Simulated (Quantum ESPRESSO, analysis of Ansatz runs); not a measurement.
## A hop of O in SnO2 (P4_2/mnm), charge +2 (Quantum ESPRESSO)

Aim: the barrier of one jump in SnO2 (P4_2/mnm) at charge +2: V_O hop (2.9 Å). The model is a cell of 72 host atoms with 1 O taken out; O is the atom that moves.

Method: Quantum ESPRESSO plane-wave DFT, PBEsol, GBRV 1.5 PBEsol potentials; nudged elastic band between two relaxed defect structures at fixed charge in a uniform background, in Quantum ESPRESSO 7.5.

## Step 1: Set-up

The cell holds 71 atoms: 24 Sn and 47 O. Cell: a = 9.507 Å, b = 9.507 Å, c = 9.626 Å, α = 90.0°, β = 90.0°, γ = 90.0°. It derives from SnO2 (space group P4_2/mnm). Nearest the centre at fractional (0.375, 0.472, 0.417): Sn61 at 1.43 Å, O12 at 1.45 Å, O44 at 2.38 Å, Sn7 at 2.57 Å, Sn67 at 2.68 Å, O22 at 2.69 Å, O18 at 2.71 Å, O9 at 2.83 Å. The cell carries charge +2.

The cell's shortest repeat is 9.5 Å.

## Step 2: Relaxation of the start point, charge +2

A barrier is counted from a minimum, so both ends are relaxed first. Small random displacements break the symmetry of the ideal sites, so that the defect can distort if it gains by it. The charge of +2 is set by the electron count, and a uniform background keeps the cell neutral. A width of 0.01 eV lets levels that lie close at the Fermi energy share an electron.

A first try with fixed occupations did not converge, so this run has a small smearing.

Input file pw.in:

```
&CONTROL
  calculation = 'relax'
  prefix = 'pwscf'
  outdir = './tmp'
  pseudo_dir = './pseudo'
  tprnfor = .true.
  disk_io = 'low'
  nstep = 70
  forc_conv_thr = 0.0012
  etot_conv_thr = 0.0001
/
&SYSTEM
  ibrav = 0
  nat = 71
  ntyp = 2
  ecutwfc = 36
  ecutrho = 288
  nbnd = 312
  occupations = 'smearing'
  smearing = 'fd'
  degauss = 0.00073499
  tot_charge = 2
  nosym = .true.
/
&ELECTRONS
  conv_thr = 7d-08
  electron_maxstep = 100
  mixing_beta = 0.5
/
&IONS
  ion_dynamics = 'bfgs'
/
ATOMIC_SPECIES
Sn   118.7100 sn_pbesol_v1.4.uspp.F.UPF
O     15.9990 o_pbesol_v1.2.uspp.F.UPF
CELL_PARAMETERS angstrom
   9.5066964961    0.0000000000    0.0000000000
   0.0000000000    9.5066964961    0.0000000000
   0.0000000000    0.0000000000    9.6255699527
ATOMIC_POSITIONS crystal
Sn     0.2500095741    0.2523250888    0.1645594446
Sn     0.0000000000    0.0000000000    0.0000000000
O      0.0970693365    0.4060230700    0.1655931525
O      0.4030634784    0.0969365216    0.1666666667
O      0.1530634784    0.1530634784    0.0000000000
O      0.3469365216    0.3469365216    0.0000000000
Sn     0.2479623644    0.2486179379    0.4980504973
Sn     0.0000000000    0.0000000000    0.3333333333
O      0.0971321490    0.4028301861    0.4968978411
O      0.3999872991    0.0966595593    0.5006390545
O      0.1504924021    0.1522607129    0.3317094401
O      0.3452997592    0.3490833552    0.3317193879
Sn     0.2500000000    0.2500000000    0.8333333333
Sn     0.0000000000    0.0000000000    0.6666666667
O      0.0969365216    0.4030634784    0.8333333333
O      0.4030634784    0.0969365216    0.8333333333
O      0.1530634784    0.1530634784    0.6666666667
O      0.3440970147    0.3471129506    0.6680152084
Sn     0.2491628700    0.7530282777    0.1663753469
Sn     0.0000000000    0.5000000000    0.0000000000
O      0.0969365216    0.9030634784    0.1666666667
O      0.4002582047    0.5955676646    0.1662087920
O      0.1530634784    0.6530634784    0.0000000000
O      0.3469365216    0.8469365216    0.0000000000
Sn     0.2489118111    0.7497714304    0.5029168066
Sn     0.0025671090    0.4987815669    0.3319778297
O      0.0969365216    0.9030634784    0.5000000000
O      0.1510701279    0.6553778642    0.3325503892
O      0.3463862904    0.8438293576    0.3333015965
Sn     0.2500000000    0.7500000000    0.8333333333
Sn     0.0000000000    0.5000000000    0.6666666667
O      0.0969365216    0.9030634784    0.8333333333
O      0.4030634784    0.5969365216    0.8333333333
O      0.1502039815    0.6526357094    0.6654179446
O      0.3469365216    0.8469365216    0.6666666667
Sn     0.7500000000    0.2500000000    0.1666666667
Sn     0.5000000000    0.0000000000    0.0000000000
O      0.5983511654    0.4002508959    0.1664538788
O      0.9030634784    0.0969365216    0.1666666667
O      0.6530634784    0.1530634784    0.0000000000
O      0.8469365216    0.3469365216    0.0000000000
Sn     0.7500000000    0.2500000000    0.5000000000
Sn     0.5000000000    0.0000000000    0.3333333333
O      0.5986715551    0.4011249413    0.5017639964
O      0.9030634784    0.0969365216    0.5000000000
O      0.6530634784    0.1530634784    0.3333333333
O      0.8469365216    0.3469365216    0.3333333333
Sn     0.7500000000    0.2500000000    0.8333333333
Sn     0.5000000000    0.0000000000    0.6666666667
O      0.5969365216    0.4030634784    0.8333333333
O      0.9030634784    0.0969365216    0.8333333333
O      0.6530634784    0.1530634784    0.6666666667
O      0.8469365216    0.3469365216    0.6666666667
Sn     0.7500000000    0.7500000000    0.1666666667
Sn     0.5000000000    0.5000000000    0.0000000000
O      0.5969365216    0.9030634784    0.1666666667
O      0.9030634784    0.5969365216    0.1666666667
O      0.6530634784    0.6530634784    0.0000000000
O      0.8469365216    0.8469365216    0.0000000000
Sn     0.7500000000    0.7500000000    0.5000000000
Sn     0.4984897239    0.4982609778    0.3354638034
O      0.5969365216    0.9030634784    0.5000000000
O      0.9030634784    0.5969365216    0.5000000000
O      0.6520580902    0.6505981029    0.3350063362
O      0.8469365216    0.8469365216    0.3333333333
Sn     0.7500000000    0.7500000000    0.8333333333
Sn     0.4992861542    0.5023736066    0.6647376689
O      0.5969365216    0.9030634784    0.8333333333
O      0.9030634784    0.5969365216    0.8333333333
O      0.6505650279    0.6542720952    0.6651834654
O      0.8469365216    0.8469365216    0.6666666667
K_POINTS gamma
```

Started as:

```sh
> OMP_NUM_THREADS=1 mpirun -n 4 pw.x -in pw.in > pw.out
```

The log of the run:

```text
[shortened: banners, details of potentials and solvers, and blank lines are left out]
     gamma-point specific algorithms are used
     one sub-group per band group will be used
     scalapack distributed-memory algorithm (size of sub-group:  2*  2 procs)
     bravais-lattice index     =            0
     lattice parameter (alat)  =      17.9651  a.u.
     unit-cell volume          =    5870.5976 (a.u.)^3
     number of atoms/cell      =           71
     number of atomic types    =            2
     number of electrons       =       616.00
     number of Kohn-Sham states=          312
     kinetic-energy cutoff     =      36.0000  Ry
     charge density cutoff     =     288.0000  Ry
     scf convergence threshold =      7.0E-08
     mixing beta               =       0.5000
     number of iterations used =            8  plain     mixing
     energy convergence thresh.=      1.0E-04
     force convergence thresh. =      1.2E-03
     Exchange-correlation= SLA  PW   PSX  PSC
                           (   1   4  10   8   0   0   0)
     nstep                     =           70
     crystal axes: (cart. coord. in units of alat)
               a(1) = (   1.000000   0.000000   0.000000 )
               a(2) = (   0.000000   1.000000   0.000000 )
               a(3) = (   0.000000   0.000000   1.012504 )
     PseudoPot. # 1 for Sn read from file:
     sn_pbesol_v1.4.uspp.F.UPF
     Pseudo is Ultrasoft + core correction, Zval = 14.0
[...]
PseudoPot. # 2 for O  read from file:
     o_pbesol_v1.2.uspp.F.UPF
     Pseudo is Ultrasoft + core correction, Zval =  6.0
[...]
atomic species   valence    mass     pseudopotential
     Sn               14.00   118.71000     Sn( 1.00)
     O                 6.00    15.99900     O ( 1.00)
     No symmetry found
     site n.     atom                  positions (alat units)
         1        Sn     tau(   1) = (   0.2500096   0.2523251   0.1666171  )
         2        Sn     tau(   2) = (   0.0000000   0.0000000   0.0000000  )
         3        O      tau(   3) = (   0.0970693   0.4060231   0.1676638  )
         4        O      tau(   4) = (   0.4030635   0.0969365   0.1687507  )
         5        O      tau(   5) = (   0.1530635   0.1530635   0.0000000  )
         6        O      tau(   6) = (   0.3469365   0.3469365   0.0000000  )
         7        Sn     tau(   7) = (   0.2479624   0.2486179   0.5042782  )
         8        Sn     tau(   8) = (   0.0000000   0.0000000   0.3375014  )
[...]
number of k points=     1  Fermi-Dirac smearing, width (Ry)=  0.0007
                       cart. coord. in units 2pi/alat
        k(    1) = (   0.0000000   0.0000000   0.0000000), wk =   2.0000000
     Dense  grid:   242294 G-vectors     FFT dimensions: ( 100, 100, 100)
     Smooth grid:    85691 G-vectors     FFT dimensions: (  72,  72,  72)
     Check: negative core charge=   -0.000002
     starting charge     593.9989, renormalised to     616.0000
     Self-consistent Calculation
     iteration #  1     ecut=    36.00 Ry     beta= 0.50
     total energy              =   -5325.61941505 Ry
     estimated scf accuracy    <      19.09761511 Ry
     iteration #  2     ecut=    36.00 Ry     beta= 0.50
     total energy              =   -5330.86754094 Ry
     estimated scf accuracy    <       4.78829017 Ry
     iteration #  3     ecut=    36.00 Ry     beta= 0.50
     total energy              =   -5331.58635247 Ry
     estimated scf accuracy    <       0.89947277 Ry
[...]
estimated scf accuracy    <       0.00895585 Ry
     iteration # 10     ecut=    36.00 Ry     beta= 0.50
     total energy              =   -5331.73804493 Ry
     estimated scf accuracy    <       0.01215287 Ry
[... 143 further cycles ...]
     iteration #  7     ecut=    36.00 Ry     beta= 0.50
     total energy              =   -5331.86368956 Ry
     estimated scf accuracy    <          1.4E-09 Ry
     iteration #  8     ecut=    36.00 Ry     beta= 0.50
     End of self-consistent calculation
          k = 0.0000 0.0000 0.0000 ( 10712 PWs)   bands (ev):
   -12.1320 -12.0691 -12.0399 -11.9768 -11.8612 -11.8396 -11.7143 -11.6382
   -11.6108 -11.6087 -11.5945 -11.5903 -11.5830 -11.5634 -11.5407 -11.5367
   -11.5329 -11.4881 -11.4545 -11.4252 -11.4209 -11.4164 -11.4073 -11.3742
   -11.3740 -11.3483 -11.3336 -11.3121 -11.3015 -11.2559 -11.2386 -11.2373
   -11.2147 -11.1927 -11.1778 -11.1645 -11.1454 -11.1408 -11.1247 -11.0945
   -11.0505 -11.0316 -10.9838 -10.9577 -10.9451 -10.9012 -10.8963 -10.8941
   -10.8767 -10.8683 -10.8528 -10.8526 -10.8403 -10.8366 -10.8364 -10.8171
   -10.8057 -10.7989 -10.7987 -10.7911 -10.7871 -10.7766 -10.7763 -10.7625
[...]
the Fermi energy is     9.5465 ev
!    total energy              =   -5331.86368956 Ry
     estimated scf accuracy    <          1.7E-10 Ry
     smearing contrib. (-TS)   =      -0.00000000 Ry
     internal energy E=F+TS    =   -5331.86368956 Ry
     The total energy is F=E-TS. E is the sum of the following terms:
     one-electron contribution =   -1644.52401415 Ry
     hartree contribution      =    1297.07196002 Ry
     xc contribution           =   -1365.13978389 Ry
     ewald contribution        =   -3619.27185155 Ry
     convergence has been achieved in   8 iterations
     Forces acting on atoms (cartesian axes, Ry/au):
     atom    1 type  1   force =    -0.00050863   -0.00064938   -0.00026237
     atom    2 type  1   force =    -0.00023897    0.00077835   -0.00030345
     atom    3 type  2   force =     0.00013993   -0.00040638   -0.00033602
     atom    4 type  2   force =    -0.00031690    0.00021398    0.00033659
     atom    5 type  2   force =     0.00003072   -0.00005442   -0.00002175
     atom    6 type  2   force =     0.00065377    0.00070075    0.00008624
     atom    7 type  1   force =     0.00013310    0.00041843    0.00021851
     atom    8 type  1   force =    -0.00008903   -0.00020454    0.00009739
[...]
Total force =     0.004915     Total SCF correction =     0.000042
     Energy error            =      5.7E-05 Ry
     Gradient error          =      1.3E-03 Ry/Bohr
     number of scf cycles    =  17
     number of bfgs steps    =  16
     energy             old  =   -5331.8636326346 Ry
     energy             new  =   -5331.8636895641 Ry
     CASE: energy            _new < energy            _old
     new trust radius        =       0.0047375502 bohr
     new conv_thr            =       0.0000000007 Ry
ATOMIC_POSITIONS (crystal)
Sn               0.2483918380        0.2506036017        0.1661727546
Sn               0.0054540908       -0.0058274237       -0.0001109705
O                0.0965343258        0.4045281964        0.1673154053
O                0.4002886218        0.0956843575        0.1683792785
O                0.1532255046        0.1515373948       -0.0000921661
O                0.3464117737        0.3470234770       -0.0001298341
Sn               0.2485658379        0.2496409451        0.4998761767
Sn              -0.0050742990        0.0047609330        0.3314131155
[...]
Check: negative core charge=   -0.000002
     Self-consistent Calculation
     iteration #  1     ecut=    36.00 Ry     beta= 0.50
     total energy              =   -5331.86371730 Ry
     estimated scf accuracy    <       0.00002212 Ry
     iteration #  2     ecut=    36.00 Ry     beta= 0.50
     total energy              =   -5331.86371960 Ry
     estimated scf accuracy    <       0.00000300 Ry
     iteration #  3     ecut=    36.00 Ry     beta= 0.50
     total energy              =   -5331.86372020 Ry
     estimated scf accuracy    <       0.00000058 Ry
[...]
estimated scf accuracy    <       0.00000003 Ry
     iteration #  6     ecut=    36.00 Ry     beta= 0.50
     total energy              =   -5331.86372034 Ry
     estimated scf accuracy    <          1.9E-09 Ry
     iteration #  7     ecut=    36.00 Ry     beta= 0.50
     total energy              =   -5331.86372034 Ry
     estimated scf accuracy    <          1.3E-09 Ry
     iteration #  8     ecut=    36.00 Ry     beta= 0.50
     End of self-consistent calculation
          k = 0.0000 0.0000 0.0000 ( 10712 PWs)   bands (ev):
   -12.1304 -12.0693 -12.0393 -11.9765 -11.8591 -11.8395 -11.7141 -11.6384
   -11.6110 -11.6092 -11.5954 -11.5902 -11.5834 -11.5634 -11.5408 -11.5362
   -11.5332 -11.4882 -11.4541 -11.4242 -11.4208 -11.4167 -11.4068 -11.3749
   -11.3742 -11.3480 -11.3327 -11.3118 -11.3020 -11.2549 -11.2384 -11.2362
   -11.2151 -11.1921 -11.1768 -11.1638 -11.1447 -11.1396 -11.1235 -11.0943
   -11.0506 -11.0314 -10.9839 -10.9575 -10.9454 -10.9014 -10.8965 -10.8944
   -10.8768 -10.8689 -10.8532 -10.8529 -10.8405 -10.8367 -10.8362 -10.8165
   -10.8058 -10.7991 -10.7982 -10.7909 -10.7870 -10.7767 -10.7761 -10.7630
[...]
the Fermi energy is     9.5470 ev
!    total energy              =   -5331.86372034 Ry
     estimated scf accuracy    <          1.7E-10 Ry
     smearing contrib. (-TS)   =      -0.00000000 Ry
     internal energy E=F+TS    =   -5331.86372034 Ry
     The total energy is F=E-TS. E is the sum of the following terms:
     one-electron contribution =   -1644.55624701 Ry
     hartree contribution      =    1297.08758516 Ry
     xc contribution           =   -1365.13941056 Ry
     ewald contribution        =   -3619.25564793 Ry
     convergence has been achieved in   8 iterations
     Forces acting on atoms (cartesian axes, Ry/au):
     atom    1 type  1   force =    -0.00016536   -0.00029903   -0.00015849
     atom    2 type  1   force =    -0.00021272    0.00051858   -0.00017349
     atom    3 type  2   force =    -0.00006334   -0.00020565   -0.00037735
     atom    4 type  2   force =    -0.00014541    0.00014094    0.00000017
     atom    5 type  2   force =    -0.00030153   -0.00015141   -0.00008798
     atom    6 type  2   force =     0.00021340    0.00012920    0.00009022
     atom    7 type  1   force =     0.00045945    0.00048619    0.00009200
     atom    8 type  1   force =    -0.00010347   -0.00003108    0.00001610
[...]
Total force =     0.003294     Total SCF correction =     0.000054
     Energy error            =      3.1E-05 Ry
     Gradient error          =      7.0E-04 Ry/Bohr
     bfgs converged in  18 scf cycles and  17 bfgs steps
     (criteria: energy <  1.0E-04 Ry, force <  1.2E-03 Ry/Bohr)
     End of BFGS Geometry Optimization
     Final energy             =   -5331.8637203440 Ry
Begin final coordinates
ATOMIC_POSITIONS (crystal)
Sn               0.2483918380        0.2506036017        0.1661727546
Sn               0.0054540908       -0.0058274237       -0.0001109705
O                0.0965343258        0.4045281964        0.1673154053
O                0.4002886218        0.0956843575        0.1683792785
O                0.1532255046        0.1515373948       -0.0000921661
O                0.3464117737        0.3470234770       -0.0001298341
Sn               0.2485658379        0.2496409451        0.4998761767
Sn              -0.0050742990        0.0047609330        0.3314131155
[...]
End final coordinates
   JOB DONE.
```

Run time: 15 min. Hardware: 4 MPI ranks of Arm Neoverse V1, shared host; peak memory 1.6 GiB.

Relaxation path:

```
step  energy less that of the first step (eV)
   0                                   0.0000
   1                                  -0.6409
   2                                  -1.0824
   3                                  -1.3123
   4                                  -1.4671
   5                                  -1.5729
   6                                  -1.6096
   7                                  -1.6459
   8                                  -1.6664
   9                                  -1.6809
  10                                  -1.6886
  11                                  -1.6938
  12                                  -1.6966
  13                                  -1.6986
  14                                  -1.7000
  15                                  -1.7011
  16                                  -1.7018
  17                                  -1.7023
```

The atoms that moved most (Å):

```
atom      dx      dy      dz  length
Sn67   0.124  -0.142   0.157   0.246
Sn61   0.132  -0.104  -0.162   0.233
Sn25  -0.151   0.161  -0.029   0.223
 O44  -0.116   0.117  -0.018   0.166
 O28   0.106  -0.083   0.065   0.150
 O34   0.115  -0.057  -0.048   0.137
 O35   0.061  -0.094  -0.060   0.127
 O27  -0.085   0.087  -0.001   0.121
```

Neighbours of O12 at the end:

```
atom  distance (Å)
Sn61         2.031
 Sn7         2.083
 Sn1         2.122
 O11         2.642
 O44         2.833
 O22         2.851
  O9         2.911
  O3         2.916
 O10         2.966
```

This step gave:

| Quantity | Value |
| --- | --- |
| highest filled level | 9.144 eV |
| lowest empty level | 9.847 eV |
| r.m.s. move of the farther half of the atoms | 0.04398 Å |
| largest move from the ideal geometry of this structure, a common shift of the far atoms taken out | 0.2259 Å |

The relaxation gained 1.702 eV and ended with a largest force component of 0.018 eV/Å.

(Part 1 of 3 ends here.)

[Logs are printed without paths, hosts, clocks, repeated set-up lines and the standing remarks that a program may print on its own settings, such as how far it seeks lower states.]

[Hosts, paths, dates, database ids (printed as entryN), source tags and the programs' standing remarks are cut or masked in the printed files.]
